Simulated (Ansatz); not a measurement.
The system is PbF2 (Fluorocronite).

```
Pb F
1.0
     0.00000    2.96366    2.96366
     2.96366    0.00000    2.96366
     2.96366    2.96366    0.00000
Pb F
1 2
Direct
  0.00000 0.00000 0.00000
  0.75000 0.75000 0.75000
  0.25000 0.25000 0.25000
```

Base run:

```yaml
Program: Ansatz 0.2.0
Functional: BLYP
Potentials_or_basis: Ansatz PAW
Cutoff: "420 eV (not typed: the program's choice for these potentials)"
k_mesh: 8 × 8 × 8
Occupations: fermi-dirac, width 0.05 eV
Spin: no spin polarisation
```

Its results: band gap on the k mesh 4.51 eV, indirect (least direct gap 4.66 eV); pressure 5.0 GPa.

Q: The run is repeated on the same cell with these changes: functional from BLYP to RPBE. What comes out?

A: Band gap on the k mesh 4.55 eV, indirect (least direct gap 4.69 eV); pressure 5.9 GPa.

Caveats: spin-orbit coupling is left out, which as a rule narrows the gap of such compounds by several tenths of an eV; the PAW data sets come from PBE, with cores solved anew for the run's functional, which leaves a small shift of forces and pressure.
